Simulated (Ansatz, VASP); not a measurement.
WS2: VASP beside Ansatz

```
S W
1.0
     3.15720    0.00000    0.00000
    -1.57860    2.73421    0.00000
     0.00000    0.00000   32.29109
S W
2 1
Direct
  0.33333 0.66667 0.45129
  0.33333 0.66667 0.54871
  0.66667 0.33333 0.50002
```

Alike in both runs: task single point; functional PBE; dispersion D3(BJ); k mesh 6 × 6 × 1; occupations gaussian, width 0.1 eV; no spin polarisation.

|  | VASP | Ansatz |
| --- | --- | --- |
| version | VASP 6.6.1 | Ansatz 0.2.0 |
| potentials or method | VASP PAW PBE potentials, release 64 (S, W_sv) | scalar-relativistic, plane waves, PAW |
| plane-wave cutoff (eV) | 520 | 420 |
| valence electrons in the cell | 26 | 26 |

|  | VASP | Ansatz | Ansatz less VASP |
| --- | --- | --- | --- |
| gap on the k mesh at the Fermi level (eV) | 1.92 | 1.92 | -0.003 |
| least direct gap on the mesh (eV) | 1.92 | 1.92 | -0.003 |
| rms of the force components (eV/Å) | 0.043 | 0.042 | -0.0012 |

Ansatz warned: «near_symmetry_operation_missed_by_atoms».

Caveats: spin-orbit coupling is left out, which moves the levels of the heavy elements. A hybrid or GW would open this gap; PBE tends to underestimate it.
